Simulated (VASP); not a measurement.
# ZnS (F-43m) in VASP: further runs

Runs on ZnS. Level: PBE. Tasks: single point.

Everything below comes from runs of VASP 6.6.1. Logs are shortened: lines on timing, memory, paths and dates and some standing lists are left out, and cuts for length are marked.

### 1 Starting point

It takes space group F-43m (No. 216, cubic). Conventional cell: a = 5.404 Å, b = 5.404 Å, c = 5.404 Å, α = 90.00°, β = 90.00°, γ = 90.00°. Zn (site symmetry -43m) is surrounded by 4 S at 2.34 Å. Around S (site symmetry -43m) lie 4 Zn at 2.34 Å.

### 2 Single point, PBE, spin-orbit coupling, no magnetisation

Input file INCAR:

```
SYSTEM = ZnS
PREC = Accurate
ENCUT = 340
EDIFF = 1E-7
ISMEAR = 0
SIGMA = 0.02
LREAL = .False.
LASPH = .True.
NELM = 100
ALGO = Normal
ISIF = 2
LWAVE = .False.
LCHARG = .False.
LNONCOLLINEAR = .True.
MAGMOM = 0 0 0 0 0 0
LORBIT = 11
LSORBIT = .True.
GGA_COMPAT = .False.
GGA = PE
NBANDS = 34
```

Input file KPOINTS:

```
Automatic mesh
0
Gamma
  4 4 4
  0 0 0
```

Input file POSCAR:

```
ZnS
1.0
    0.0000000000      2.7020000000      2.7020000000
    2.7020000000      0.0000000000      2.7020000000
    2.7020000000      2.7020000000      0.0000000000
Zn S
1 1
Direct
    0.7500000000      0.7500000000      0.7500000000
    0.0000000000      0.0000000000      0.0000000000
```

Potentials or basis: VASP PAW PBE potentials, release 64 (Zn, S).

Started as:

```sh
$ cat potpaw_PBE.64/Zn/POTCAR potpaw_PBE.64/S/POTCAR > POTCAR
$ mpirun -np 1 vasp_ncl > vasp.out
```

OUTCAR:

```text
SYSTEM = ZnS
   PREC = Accurate
   ENCUT = 340
   EDIFF = 1E-7
   ISMEAR = 0
   LREAL = .False.
   LASPH = .True.
   NELM = 100
   ISIF = 2
   LNONCOLLINEAR = .True.
   LORBIT = 11
   LSORBIT = .True.
   GGA = PE

 Found     10 irreducible k-points:

 Following reciprocal coordinates:
            Coordinates               Weight
  0.000000  0.000000  0.000000      1.000000
  0.250000  0.000000  0.000000      4.000000
 -0.250000  0.000000  0.000000      4.000000
  0.500000  0.000000  0.000000      4.000000
  0.250000  0.250000  0.000000      6.000000
  0.500000  0.250000  0.000000     12.000000
   k-points           NKPTS =     10   k-points in BZ     NKDIM =     10   number of bands    NBANDS=     34
   number of dos      NEDOS =    301   number of ions     NIONS =      2
   total plane-waves  NPLWV =  13824
   dimension x,y,z NGX =    24 NGY =   24 NGZ =   24
   dimension x,y,z NGXF=    48 NGYF=   48 NGZF=   48
   ions per type =               1   1
   NGX,Y,Z   is equivalent  to a cutoff of  10.44, 10.44, 10.44 a.u.
   NGXF,Y,Z  is equivalent  to a cutoff of  20.88, 20.88, 20.88 a.u.
 SYSTEM =  ZnS
   PREC   = accura    normal or accurate (medium, high low for compatibility)
   ISTART =      0    job   : 0-new  1-cont  2-samecut
   ICHARG =      2    charge: 1-file 2-atom 10-const
   ISPIN  =      1    spin polarized calculation?
   LNONCOLLINEAR =      T non collinear calculations
   LSORBIT =      T    spin-orbit coupling
   LASPH  =      T    aspherical Exc in radial PAW
   ENCUT  =  340.0 eV  24.99 Ry    5.00 a.u.   5.75  5.75  5.75*2*pi/ulx,y,z
   NELM   =    100;   NELMIN=  2; NELMDL= -5     # of ELM steps
   EDIFF  = 0.1E-06   stopping-criterion for ELM
   LREAL  =      F    real-space projection
   EDIFFG = 0.1E-05   stopping-criterion for IOM
   NSW    =      0    number of steps for IOM
   IBRION =     -1    ionic relax: 0-MD 1-quasi-New 2-CG
   NFREE  =      0    steps in history (QN), initial steepest desc. (CG)
   ISIF   =      2    stress and relaxation
   ISYM   =      2    0-nonsym 1-usesym 2-fastsym
   POTIM  = 0.5000    time-step for ionic-motion
   TEBEG  =    0.0;   TEEND  =   0.0 temperature during run
   PSTRESS=    0.0 pullay stress
   NELECT =      18.0000    total number of electrons
   NUPDOWN=      -1.0000    fix difference up-down
   EMIN   =  10.00;   EMAX   =-10.00  energy-range for DOS
   EFERMI =   0.00;   METHOD = LEGACY
   ISMEAR =     0;   SIGMA  =   0.02  broadening in eV -4-tet -1-fermi 0-gaus
   EFERMI_NEDOS =   21; number of points for ismear=-14 and -15
   IALGO  =     38    algorithm
   IMIX   =      4    mixing-type and parameters
     AMIX     =   0.40;   BMIX     =  1.00
     AMIX_MAG =   1.60;   BMIX_MAG =  1.00
  volume/ion in A,a.u.               =      19.73       133.12
  Fermi-wavevector in a.u.,A,eV,Ry     =   1.260290  2.381602 21.610537  1.588330
  Thomas-Fermi vector in A             =   2.393807
   LORBIT       =     11    0 simple, 1 ext, 2 COOP (PROOUT), +10 PAW based schemes
   GGA     = PE    functional components
   LHFCALC =     F    Hartree Fock is set to
   AEXX    =    0.0000 exact exchange contribution
   IVDW    =     0    specifies the selected vdW correction
   LEPSILON=     F    determine dielectric tensor
   LRPA    =     F    only Hartree local field effects (RPA)
 Gauss-broadening in eV      SIGMA  =   0.02
  energy-cutoff  :      340.00
  volume of cell :       39.45
 maximum number of plane-waves:      1176
 NGX is ok and might be reduce to    24
   NGX = 11   NGY = 11   NGZ = 11

 number of electron      17.9999961 magnetization       0.0000000      0.0000000      0.0000000

 number of electron      17.9999961 magnetization       0.0000000     -0.0000000      0.0000000

 number of electron      17.9999961 magnetization      -0.0000000     -0.0000000     -0.0000000

 number of electron      17.9999961 magnetization      -0.0000000     -0.0000000      0.0000000

 Free energy of the ion-electron system (eV)
  ---------------------------------------------------
  ext. energy  EPLUGINS =         0.00000000
  ---------------------------------------------------
  free energy    TOTEN  =        -6.80364497 eV

  energy without entropy =       -6.80364497  energy(sigma->0) =       -6.80364497

 E-fermi :   2.3045     XC(G=0):  -9.6201

 val. band max:        2.1558836632   @ k =   0.0000   0.0000   0.0000
 cond. band min:       4.2355573115   @ k =   0.0000   0.0000   0.0000
 fundamental gap:      2.0796736483
 Fermi energy:         2.3045414454

 k-point     1 :       0.0000    0.0000    0.0000
  band No.  band energies     occupation
      1     -11.0075      1.00000
      2     -11.0075      1.00000
      3      -4.3142      1.00000
      4      -4.3142      1.00000
      5      -4.3142      1.00000
      6      -4.3142      1.00000
[... 22 lines left out ...]
     29      13.8922      0.00000
     30      13.8922      0.00000

 k-point     2 :       0.2500    0.0000    0.0000
  band No.  band energies     occupation
      1     -10.5845      1.00000
      2     -10.5845      1.00000
      3      -4.2928      1.00000
      4      -4.2513      1.00000
      5      -4.2416      1.00000
      6      -4.2416      1.00000
[... 22 lines left out ...]
     29      13.0955      0.00000
     30      13.1118      0.00000

 k-point     3 :      -0.2500    0.0000    0.0000
  band No.  band energies     occupation
      1     -10.5845      1.00000
      2     -10.5845      1.00000
      3      -4.2928      1.00000
      4      -4.2513      1.00000
      5      -4.2416      1.00000
      6      -4.2416      1.00000
[... 22 lines left out ...]
     29      13.0955      0.00000
     30      13.1118      0.00000

 k-point     4 :       0.5000    0.0000    0.0000
  band No.  band energies     occupation
      1     -10.0770      1.00000
      2     -10.0770      1.00000
      3      -4.2456      1.00000
      4      -4.2456      1.00000
      5      -3.9941      1.00000
      6      -3.9941      1.00000
[... 22 lines left out ...]
     29      15.5272      0.00000
     30      15.5272      0.00000

 k-point     5 :       0.2500    0.2500    0.0000
  band No.  band energies     occupation
      1     -10.4428      1.00000
      2     -10.4428      1.00000
      3      -4.3255      1.00000
      4      -4.3255      1.00000
      5      -4.1734      1.00000
      6      -4.1734      1.00000
[... 22 lines left out ...]
     29      14.6625      0.00000
     30      14.6625      0.00000

 k-point     6 :       0.5000    0.2500    0.0000
  band No.  band energies     occupation
      1      -9.9334      1.00000
      2      -9.9315      1.00000
      3      -4.2509      1.00000
      4      -4.1754      1.00000
      5      -4.0619      1.00000
      6      -3.9303      1.00000
[... 22 lines left out ...]
     29      15.6581      0.00000
     30      15.6619      0.00000

 [... further k-points ...]

 [bands above 30 left out]

------------------------ aborting loop because EDIFF is reached ----------------------------------------

  FORCE on cell =-STRESS in cart. coord.  units (eV):
  Direction    XX          YY          ZZ          XY          YZ          ZX
  --------------------------------------------------------------------------------------
  -------------------------------------------------------------------------------------
  Total        0.4602613      0.4602613      0.4602613      0.0000000      0.0000000     -0.0000000
  in kB       18.6908492     18.6908492     18.6908492      0.0000000      0.0000000     -0.0000000
  external PRESSURE =      18.6908492 kB  Pullay stress =       0.0000000 kB

 VOLUME and BASIS-vectors are now :
 -----------------------------------------------------------------------------
  energy-cutoff  :      340.00
  volume of cell :       39.45
      direct lattice vectors                 reciprocal lattice vectors
     0.000000000  2.702000000  2.702000000    -0.185048113  0.185048113  0.185048113
     2.702000000  0.000000000  2.702000000     0.185048113 -0.185048113  0.185048113
     2.702000000  2.702000000  0.000000000     0.185048113  0.185048113 -0.185048113

 POSITION                                       TOTAL-FORCE (eV/Angst)
 -----------------------------------------------------------------------------------
      4.05300      4.05300      4.05300        -0.000000      0.000000     -0.000000
      0.00000      0.00000      0.00000         0.000000     -0.000000      0.000000
 -----------------------------------------------------------------------------------
    total drift:                                0.000002      0.000002      0.000002

  FREE ENERGIE OF THE ION-ELECTRON SYSTEM (eV)
  ---------------------------------------------------
  free  energy   TOTEN  =        -6.8036449692 eV

  energy  without entropy=       -6.8036449692  energy(sigma->0) =       -6.80364497

 Spin-Orbit-Coupling matrix elements

 Ion:    1  E_soc:     -0.0083426
 l=   1
     0.0000000    -0.0004114    -0.0004114
    -0.0004114     0.0000000    -0.0004114
    -0.0004114    -0.0004114     0.0000000
 l=   2
     0.0000000    -0.0002001     0.0000000    -0.0002001    -0.0007789
    -0.0002001     0.0000000    -0.0005842    -0.0002001    -0.0001947
     0.0000000    -0.0005842     0.0000000    -0.0005842     0.0000000
    -0.0002001    -0.0002001    -0.0005842     0.0000000    -0.0001947
    -0.0007789    -0.0001947     0.0000000    -0.0001947     0.0000000
 l=   3
     0.0000000     0.0000000     0.0000000     0.0000000     0.0000000     0.0000000     0.0000000
     0.0000000     0.0000000     0.0000000     0.0000000     0.0000000     0.0000000     0.0000000
     0.0000000     0.0000000     0.0000000     0.0000000     0.0000000     0.0000000     0.0000000
     0.0000000     0.0000000     0.0000000     0.0000000     0.0000000     0.0000000     0.0000000
     0.0000000     0.0000000     0.0000000     0.0000000     0.0000000     0.0000000     0.0000000
     0.0000000     0.0000000     0.0000000     0.0000000     0.0000000     0.0000000     0.0000000
     0.0000000     0.0000000     0.0000000     0.0000000     0.0000000     0.0000000     0.0000000

 Ion:    2  E_soc:     -0.0017582
 l=   1
     0.0000000    -0.0002930    -0.0002930
    -0.0002930     0.0000000    -0.0002930
    -0.0002930    -0.0002930     0.0000000
 l=   2
     0.0000000     0.0000000     0.0000000     0.0000000     0.0000000
     0.0000000     0.0000000     0.0000000     0.0000000     0.0000000
     0.0000000     0.0000000     0.0000000     0.0000000     0.0000000
     0.0000000     0.0000000     0.0000000     0.0000000     0.0000000
     0.0000000     0.0000000     0.0000000     0.0000000     0.0000000
 l=   3
     0.0000000     0.0000000     0.0000000     0.0000000     0.0000000     0.0000000     0.0000000
     0.0000000     0.0000000     0.0000000     0.0000000     0.0000000     0.0000000     0.0000000
     0.0000000     0.0000000     0.0000000     0.0000000     0.0000000     0.0000000     0.0000000
     0.0000000     0.0000000     0.0000000     0.0000000     0.0000000     0.0000000     0.0000000
     0.0000000     0.0000000     0.0000000     0.0000000     0.0000000     0.0000000     0.0000000
     0.0000000     0.0000000     0.0000000     0.0000000     0.0000000     0.0000000     0.0000000
     0.0000000     0.0000000     0.0000000     0.0000000     0.0000000     0.0000000     0.0000000

 total charge

# of ion       s       p       d       tot
------------------------------------------
    1        0.515   0.478   9.796  10.789
    2        1.310   2.447   0.000   3.757
--------------------------------------------------
tot          1.826   2.925   9.796  14.546

 magnetization (x)

# of ion       s       p       d       tot
------------------------------------------
    1        0.000   0.000   0.000   0.000
    2        0.000   0.000   0.000   0.000
--------------------------------------------------
tot          0.000   0.000   0.000   0.000

 magnetization (y)

# of ion       s       p       d       tot
------------------------------------------
    1        0.000   0.000   0.000   0.000
    2        0.000   0.000   0.000   0.000
--------------------------------------------------
tot          0.000   0.000   0.000   0.000

 magnetization (z)

# of ion       s       p       d       tot
------------------------------------------
    1        0.000  -0.000  -0.000   0.000
    2        0.000   0.000   0.000   0.000
--------------------------------------------------
tot          0.000   0.000  -0.000   0.000
```

Wall time 12 s (1 thread of AMD EPYC 9R45 (Zen 5), shared host); peak memory 0.16 GiB.

These settings aren't checked as converged: the numbers below hold their error.

Results:

- Free energy: -6.8036 eV
- Pressure: 1.9 GPa
- Valence electrons inside the program's atomic spheres: Zn 10.79; S 3.76

Caveat: the k mesh is coarse (spacing up to 0.50 Å⁻¹), so the values aren't converged; the cutoff is under 1.25 times the usual one of these potentials, so pressure, stress and relaxed cells hold a basis-set (Pulay) error.

(Part 1 of 2 ends here.)
